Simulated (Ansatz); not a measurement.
## HfO$_{2}$ (Fm-3m): G0W0 and the treatment of frequencies and band sums

```
CELL_PARAMETERS angstrom
0.00000 2.46558 2.46558
2.46558 0.00000 2.46558
2.46558 2.46558 0.00000
ATOMIC_POSITIONS crystal
Hf 0.00000 0.00000 0.00000
O 0.25000 0.25000 0.25000
O 0.75000 0.75000 0.75000
```

Held fixed (Ansatz):

```yaml
orbitals: PBE
datasets: hard PAW set made for 700 eV
k_mesh: 4×4×4
response_cutoff: 200 eV
wave_cutoff: 700 eV
spin-orbit_coupling: off
```

The gap is read direct at k = (0, -0.5, -0.5), linearised, between the Kohn-Sham band edges among the points solved. The direct gap is read between the top filled and lowest empty Kohn-Sham band at Γ. ε∞ is the electronic dielectric constant on this mesh. Runs with cut sums weigh the q → 0 term analytically. The completed-sum build treats it its own way, which on a coarse mesh shifts the gap as well.

(1) Taking contour deformation, sums cut at 193 empty bands as the reference, which of the others (plasmon pole fitted at 27.13i eV, sums cut at 193 empty bands; contour deformation, 79 empty bands and completed sums (trial build, its own q → 0 term)) gives the gap farthest from it?

Results:

(1) Farthest from contour deformation, sums cut at 193 empty bands in the G0W0 gap: contour deformation, 79 empty bands and completed sums (trial build, its own q → 0 term) (+0.37 eV). The nearest differs by 0.053 eV.

```csv
treatment,KS gap (eV),G0W0 gap (eV),direct at Γ (eV),ε∞
"contour deformation, sums cut at 193 empty bands",3.97,5.43,6.31,5.1
"plasmon pole fitted at 27.13i eV, sums cut at 193 empty bands",3.97,5.38,6.26,5.1
"contour deformation, 79 empty bands and completed sums (trial build, its own q → 0 term)",3.97,5.80,6.68,5.1
```

The cell is a model at fixed atoms and needn't be the relaxed known crystal. Points k are given in fractions of the reciprocal vectors. The mesh is coarse, so these are values at the stated settings, not converged ones. Band sums or response are cut, so the gap isn't at its basis limit. The gap is read on the mesh, and the crystal's band edges can lie off it. Meshes this coarse can overestimate the dielectric constant by a tenth and more.
